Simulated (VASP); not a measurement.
**VASP 6.6.1 run: BaO**

INCAR

```
LCHARG = .FALSE.
EDIFF = 1E-7
ISMEAR = 0
LREAL = .FALSE.
SIGMA = 0.01
LWAVE = .FALSE.
ISIF = 2
IBRION = -1
NBANDS = 15
ENCUT = 520
LASPH = .TRUE.
NSW = 0
NELM = 83
ALGO = Fast
METAGGA = MS2
PREC = Accurate
```

KPOINTS

```
KPOINTS created by Atomic Simulation Environment
0
Gamma
8 8 8
0 0 0
```

POSCAR

```
Ba O
 1.0000000000000000
     0.0000000000000000    2.7996621084000002    2.7996621084000002
     2.7996621084000002    0.0000000000000000    2.7996621084000002
     2.7996621084000002    2.7996621084000002    0.0000000000000000
 Ba  O
   1   1
Cartesian
  0.0000000000000000  0.0000000000000000  0.0000000000000000
  2.7996621084000002  2.7996621084000002  2.7996621084000002
```

The recommended PBE PAW datasets give the neutral cell 16 valence electrons.

Command

```
mpirun -np 1 vasp_std
```

Question: How does this run end, and what does it give?

Answer: It converged. Results: gap between bands v and c on the k mesh 2.20 eV; least direct gap on the k mesh 2.20 eV; pressure -1.3 GPa. Band v is the last that the valence electrons fill when counted band by band, and c is the next.

OSZICAR

```
N       E                     dE             d eps       ncg     rms          rms(c)
DAV:   1     0.694888275114E+02    0.69489E+02   -0.75213E+03   870   0.942E+02
DAV:   2    -0.171674446148E+02   -0.86656E+02   -0.77741E+02  1241   0.194E+02
DAV:   3    -0.208504867887E+02   -0.36830E+01   -0.36558E+01  1041   0.403E+01
DAV:   4    -0.208809500959E+02   -0.30463E-01   -0.30457E-01  1031   0.373E+00
DAV:   5    -0.208815241397E+02   -0.57404E-03   -0.57404E-03  1038   0.422E-01    0.897E+00
RMM:   6    -0.797067915692E+01    0.12911E+02   -0.58281E+00   886   0.209E+01    0.352E+00
RMM:   7    -0.825863781505E+01   -0.28796E+00   -0.80626E-01  1086   0.598E+00    0.247E+00
RMM:   8    -0.825515701578E+01    0.34808E-02   -0.29726E-01  1102   0.420E+00    0.948E-01
RMM:   9    -0.824652386758E+01    0.86331E-02   -0.13065E-01  1151   0.171E+00    0.498E-01
RMM:  10    -0.824563693063E+01    0.88694E-03   -0.28571E-02  1109   0.874E-01    0.175E-01
RMM:  11    -0.824571780885E+01   -0.80878E-04   -0.70674E-03  1183   0.412E-01    0.684E-02
RMM:  12    -0.824613145143E+01   -0.41364E-03   -0.22578E-03  1212   0.214E-01    0.602E-02
RMM:  13    -0.824612954879E+01    0.19026E-05   -0.58704E-04  1133   0.167E-01    0.207E-02
RMM:  14    -0.824612627489E+01    0.32739E-05   -0.13858E-04  1267   0.573E-02    0.610E-03
RMM:  15    -0.824613190420E+01   -0.56293E-05   -0.32240E-05  1305   0.266E-02    0.511E-03
RMM:  16    -0.824613622815E+01   -0.43240E-05   -0.10033E-05  1220   0.189E-02    0.367E-03
RMM:  17    -0.824613499016E+01    0.12380E-05   -0.31449E-06  1158   0.934E-03    0.163E-03
RMM:  18    -0.824613518294E+01   -0.19278E-06   -0.95304E-07  1065   0.404E-03    0.131E-03
RMM:  19    -0.824613546578E+01   -0.28284E-06   -0.17634E-07   722   0.154E-03    0.101E-03
RMM:  20    -0.824613609453E+01   -0.62875E-06   -0.16722E-07   682   0.304E-03    0.856E-04
RMM:  21    -0.824613588901E+01    0.20553E-06   -0.30611E-08   591   0.103E-03    0.253E-04
RMM:  22    -0.824613590486E+01   -0.15855E-07   -0.60641E-09   362   0.354E-04
   1 F= -.82461359E+01 E0= -.82461359E+01  d E =-.642935E-93
```

Standard output (part)

```
POSCAR found type information on POSCAR BaO
 POSCAR found :  2 types and       2 ions
 LDA part: xc-table for (None), standard interpolation
 POSCAR, INCAR and KPOINTS ok, starting setup
 WAVECAR not read
 entering main loop
 num prob RMM:  22    -0.824613590486E+01   -0.15855E-07   -0.60641E-09   362   0.354E-04
```

For comparison, a separate r²SCAN run of the intended cell, on usual settings and not on those above, gives a gap of 2.41 eV on its mesh and a pressure of -0.6 GPa.
